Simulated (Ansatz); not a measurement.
# NaH (Fm-3m), bands, slopes and optics on a fine k mesh: input and output

Computed with r²SCAN, PAW on Ansatz 0.2.0's default frozen-core files (fitted under PBE), scalar-relativistic; not a measurement.

The cell comes from a PAW relaxation under the same functional.

Command line:

```sh
ansatz run input.yaml --threads 1 --pin off --max-ram 3072MiB --backend cpu --events-out ev --progress --plain --runs-dir out
```

Input file:

```yaml
crystal:
  lattice:
    - [0.0, 2.39721534702, 2.39721534702]
    - [2.39721534702, 0.0, 2.39721534702]
    - [2.39721534702, 2.39721534702, 0.0]
  atoms:
    - { symbol: Na, position: [0.0, 0.0, 0.0] }
    - { symbol: H, position: [0.5, 0.5, 0.5] }
kpoints:
  mp_grid: { grid: [8, 8, 8] }
scf:
  occupations: { method: fixed }
hamiltonian:
  xc: r2scan
  pseudopotentials: { kind: paw }
output:
  forces: true
  stress: true
  eigenvalues: true
  eigenstates:
    nscf_kmesh: { grid: [14, 14, 14] }
    de_dk: true
    e_range: [-9, 14.40126628073]
  optics:
    e_range: [0, 25]
    de: 0.2
    sigma: 0.1
    bands: { spectra_wanted_up_to: 25 }
    nscf_kmesh: { grid: [14, 14, 14] }
checkpoint:
  write: ck
  write_wavefunctions: false
```

Output:

```
Warning: RAYON_NUM_THREADS=1 ignored (pool sized by the plan → 1); use --threads N
Engine: ansatz 0.2.0, aarch64-unknown-linux-gnu
Pseudopotentials: kind: paw
Pseudopotential: Na, paw, valence charge 9, recommended cutoff 500 eV (meta_gga), Na.paw.azcp
Pseudopotential: H, paw, valence charge 1, recommended cutoff 500 eV (meta_gga), H.paw.azcp
Functional definition: r2SCAN
  parameter k0 = 0.174
  parameter k1 = 0.065
  parameter a1 = 4.9479
  exchange = r2scan_x(k0 = k0, k1 = k1, a1 = a1)
  correlation = r2scan_c
Crystal: 2 atoms, lattice volume = 27.552 Å³
Basis set: ecut = 500 eV, 725 PW (Γ), exchange–correlation on 100×100×100 points (64 copies of the dense FFT grid, shifted against one another)
Bands: 9, of which v1, the nominal top of the filled ones, is band 5 counted from 1 (4 counted from 0)
Symmetry: 48 space group operations
Space group: Fm-3m (ITA 225), of the structure as read, at distance tolerance 3.0e-5 Å
k-points: 29 of 512
Non-local potential: Na, projectors of the file, l = 0: 3, l = 1: 2, l = 2: 1
Non-local potential: H, projectors of the file, l = 0: 2, l = 1: 1
[... 20 lines left out ...]
NSCF: frozen V_eff on 104 k-points
output.optics: what the bands over the 23 summed would add to eps1, eps2 and the energy-loss function is held between a lower and an upper bound (4 Lanczos steps). eps1, eps2 and their loss function (loss_summed_bands) are given ...
SCF converged after 7 iterations
Free energy (F): -1505.136301 eV
Harris-Foulkes:  -1505.136301 eV  (|F-HF|=2.27e-13)
Internal energy: -1505.136301 eV  (E = F + TS)
E sigma→0 (E₀):  -1505.136301 eV
Fermi energy:    0.622870 eV
--- Per-component energies (eV) ---
  E_band       = -237.599250
  E_kinetic    = 134.465893
  E_local      = -1323.961672  (includes V_loc(G=0)·N_el)
  E_nonlocal   = 117.388245
  E_hartree    = 475.218871
  E_xc         = -46.017218
  E_vxc        = -67.851901  (∫ρ·V_xc dr)
  E_paw        = -268.168259  (= ΣΔE_a)
  E_vpaw       = -53.388805  (= ΣTr[D̂ρ^β])
  E_aug_tail   = -0.000435  (compensation charges beyond the density's cutoff)
  E_vtau       = 5.311679  (kinetic-family band-sum trace: ∫τ·v_τ [+ j·A + Jᵃ·Aᵃ] dr)
  E_ewald      = -594.035457
  E_core_change = -0.026267  (= ΣΔE_core)
  E_smearing   = -0.000000  (= −TS)
  E_closure    = -0.000000  (closes the sum)
  Σ components = -1505.136301   (vs F -1505.136301, Δ=0.00e0)
--- Forces (eV/Å), atoms counted from 1 ---
  atom   1  Na    -0.00000000    -0.00000000    -0.00000000
  atom   2  H      0.00000000     0.00000000    -0.00000000
  max |Σ_I F_I| component: 1.23e-30 eV/Å
--- Stress (GPa, compression-positive) ---
        0.006926       0.000000       0.000000
        0.000000       0.006926       0.000000
        0.000000       0.000000       0.006926
  P = ⅓ Tr σ = 0.0069 GPa (0.069 kbar)
--- Fermi surface from the table of eigenstates not read: on its mesh, or on one of the eight of every second point, the electrons fill whole bands (an insulator's do; a metal wants a denser output.eigenstates.nscf_kmesh) ---
```

Self-consistency was reached.

### Dielectric function

Independent-particle optical response of a crystal from Kohn-Sham bands on the fine mesh, no local fields or excitons; Cartesian axes as in the input.

- Fine mesh: 14, 14, 14
- Line width: 0.1 eV

```
photon energy (eV)  dielectric real xx  dielectric imag xx
               0.4               2.862                   0
               0.8               2.883                   0
               1.2               2.918                   0
               1.6               2.969                   0
                 2                3.04                   0
               2.4               3.136                   0
               2.8               3.264                   0
               3.2               3.436                   0
               3.6               3.673                   0
                 4               4.015                   0
               4.4               4.547                   0
               4.8               5.507                   0
               5.2               8.443               0.303
               5.6               8.602               7.194
                 6               4.194               11.29
               6.4              -2.468               7.387
               6.8              -1.813               3.515
               7.2               -1.24               2.937
               7.6              -1.083               2.304
                 8              -0.904               1.786
               8.4              -0.705               1.383
               8.8              -0.492               1.073
               9.2              -0.244               0.835
               9.6              -0.024               0.821
                10               0.052                0.76
              10.4               0.126                0.69
              10.8               0.196               0.628
              11.2               0.265               0.582
              11.6               0.326               0.581
                12               0.282               0.539
              12.4               0.309               0.458
              12.8                0.35               0.395
              13.2               0.395               0.348
              13.6               0.437                0.31
                14               0.476               0.282
              14.4               0.509               0.259
              14.8               0.537                0.24
              15.2               0.555               0.212
              15.6               0.594                 0.2
                16               0.594               0.188
              16.4               0.609               0.157
              16.8               0.631               0.127
              17.2               0.659               0.099
              17.6               0.696               0.074
                18               0.752               0.078
              18.4               0.756               0.106
              18.8               0.752               0.086
              19.2               0.766               0.063
              19.6               0.797               0.048
                20               0.824               0.045
              20.4               0.847               0.045
              20.8               0.867                0.05
              21.2               0.874               0.056
              21.6               0.903               0.053
                22               0.911               0.062
              22.4               0.936               0.086
              22.8               0.918               0.102
              23.2               0.888               0.108
              23.6               0.882                0.06
                24               0.918               0.056
              24.4               0.916               0.061
              24.8               0.923               0.049
```

### Optical peaks

Highest local maxima between 0.6 eV and the top less 1.5 eV.

| Quantity | Value |
| --- | --- |
| Fine mesh | 14, 14, 14 |
| Window top | 25 eV |
| Line width | 0.1 eV |
| Highest loss peak energy x | 12.32 eV |
| Highest loss peak height x | 1.501 |
| Highest eps2 peak energy x | 6.037 eV |
| Highest eps2 peak height x | 11.29 |
| Dielectric electronic (x, y, z) | 2.856, 2.856, 2.856 |
| Refractive index at 1 eV, x-polarised | 1.702 |
| Refractive index at 2 eV, x-polarised | 1.744 |

### Optical constants

Normal incidence from vacuum, light polarised along x.

| Quantity | Value |
| --- | --- |
| Fine mesh | 14, 14, 14 |
| Line width | 0.1 eV |

```csv
photon energy (eV),refractive index,extinction,reflectivity,loss function,absorption (×10⁵ cm⁻¹)
0.8,1.698,0,0.0669,0,0
1.6,1.723,0,0.0705,0,0
2.4,1.771,0,0.0774,0,0
3.2,1.854,0,0.0895,0,0
4,2.004,0,0.1117,0,0
4.8,2.347,0,0.1619,0,0
5.6,3.148,1.143,0.3198,0.0572,6.486
6.4,1.631,2.265,0.4586,0.1218,14.69
7.2,0.987,1.488,0.3593,0.289,10.86
8,0.741,1.206,0.3391,0.4456,9.775
8.8,0.587,0.914,0.3002,0.7703,8.155
9.6,0.632,0.65,0.181,1.217,6.325
10.4,0.643,0.536,0.1389,1.403,5.652
11.2,0.673,0.433,0.0987,1.423,4.915
12,0.667,0.404,0.0931,1.456,4.913
12.8,0.663,0.298,0.071,1.416,3.866
13.6,0.698,0.222,0.048,1.079,3.064
14.4,0.735,0.176,0.0333,0.7933,2.569
15.2,0.758,0.14,0.0252,0.6024,2.16
16,0.78,0.12,0.0197,0.4833,1.949
16.8,0.798,0.08,0.0145,0.3069,1.356
17.6,0.836,0.044,0.0086,0.1514,0.793
18.4,0.872,0.061,0.0058,0.1828,1.139
19.2,0.876,0.036,0.0048,0.1072,0.703
20,0.908,0.025,0.0025,0.0657,0.499
20.8,0.932,0.027,0.0014,0.0663,0.566
21.6,0.951,0.028,0.0008,0.0646,0.609
22.4,0.968,0.044,0.0008,0.0972,1.006
23.2,0.944,0.057,0.0017,0.135,1.345
24,0.959,0.029,0.0007,0.0663,0.711
24.8,0.961,0.025,0.0006,0.0571,0.637
```

Known limits: frozen-core PAW files fitted under PBE, their cores solved anew for the functional of the run; semilocal gaps are low, and what follows the gap (onsets, screening, light masses) shifts with it.

It took 24 s on 1 thread of Arm Neoverse V2, with other jobs on the host, peak memory 0.65 GiB.
